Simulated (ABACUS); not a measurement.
## GaP under changes of volume

One of the cells (20.240 Å³/atom); the others are scaled copies at fixed shape and fractional positions:

```xyz
2
Lattice="0.0000 2.7252 2.7252 2.7252 0.0000 2.7252 2.7252 2.7252 0.0000" Properties=species:S:1:pos:R:3 pbc="T T T"
Ga    0.0000    0.0000    0.0000
P     4.0879    4.0879    4.0879
```

| Item | Value |
| --- | --- |
| Program | ABACUS 3.10.1 |
| Functional | PBEsol |
| Potentials or basis | PseudoDojo NC SR 0.4.1 PBEsol standard |
| Cutoff | 1102 eV |
| Density cutoff | 4408 eV |
| Basis | plane waves |
| k mesh | 8 × 8 × 8 |
| Occupations | fermi-dirac, width 0.05 eV |
| Spin | no spin polarisation |

| volume (Å³/atom) | energy over the lowest point (meV/atom) | pressure (GPa) | gap on the mesh (eV) |
| --- | --- | --- | --- |
| 19.026 | ? | ? | ? |
| 19.431 | 6.49 | 3.2 | 1.43 |
| 19.836 | 0.92 | 1.2 | 1.48 |
| 20.240 | 0.00 | -0.5 | 1.52 |
| 20.645 | 3.26 | -2.1 | 1.52 |
| 21.050 | 10.25 | -3.5 | 1.42 |
| 21.455 | 20.59 | -4.7 | 1.27 |

Question: What does the run at 19.026 Å³/atom give?

Answer: Energy over the lowest point 17.26 meV/atom; pressure 5.3 GPa; gap on the mesh 1.38 eV.

Worked out: A Birch-Murnaghan fit of order 3 (a polynomial in V^(-2/3)) to the other rows has its minimum at 20.12 Å³/atom with B0 = V·E''(V) = 85 GPa and B' = 4.5. It gives 17.28 meV/atom at 19.026 Å³/atom, against the run's 17.26, and -dE/dV = 5.4 GPa, against 5.3. A parabola through the other rows of the gap, of slope 8.69 eV per unit of ln V there, extrapolates to 1.26 eV, against the run's 1.38.

Energies are extrapolated to zero smearing.

A mesh can miss the band edges. Spin-orbit coupling on Ga is left out.
